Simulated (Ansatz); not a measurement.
Set up this calculation in Ansatz 0.2.0, as the native input.

- Task: band structure
- Functional: SVWN5
- Potentials or basis: all-electron PAW datasets made for the crystal
- Cutoff: 260 eV (chosen from the basis error)
- k mesh: 10 × 10 × 10
- Occupations: gaussian, width 0.1 eV
- Spin: collinear spin, random start
- Starting moments: [-0.3] μB

Cd:

```
Cd
1.0
     3.07355    0.00000    0.00000
     1.39096    2.74079    0.00000
     1.39096    0.85392    2.60437
Cd
1
Direct
  0.00000 0.00000 0.00000
```

This isn't the form of Cd at room conditions, which is hcp.

The input as run:

input.yaml

```yaml
crystal:
  lattice: { a: 3.073546131, b: 3.073546131, c: 3.073546131, alpha: 63.0920985013, beta: 63.0920985013, gamma: 63.0920985005 }
  atoms:
    - { symbol: Cd, position: [0.0, 0.0, 0.0], spin: -0.3 }
kpoints:
  mp_grid: { grid: [10, 10, 10] }
  band_path:
    path:
      - [0.0, 0.0, 0.0]
      - [0.5, 0.0, 0.0]
      - [0.5, 0.2624512957, -0.2624512957]
    npoints: 8
scf:
  occupations: { method: gaussian, width: 0.1 }
hamiltonian:
  xc: { exchange: slater, correlation: vwn5 }
  pseudopotentials: { kind: all_electron, datasets: crystal }
magnetization:
  spin_polarized: true
output:
  forces: true
  stress: true
  eigenvalues: true
  elf: true
  volumetric_format: npy
```

Potentials or basis: all-electron PAW datasets made for the crystal.

Launch:

```bash
$ ansatz run input.yaml --threads 1 --pin off --max-ram 2560MiB --backend cpu --events-out ev --progress --plain --runs-dir out
```

It gave:

```yaml
Pressure: -4.9 GPa
Band_gap_along_the_path: none (metal or under the smearing width)
Net_moment: 0.00 μB per cell
Absolute_moment: 0.00 μB per cell
```

Caveat: the starting moments weren't kept.

It took 15 s on 1 thread of Arm Neoverse V2 (shared host), peak memory 0.47 GiB.
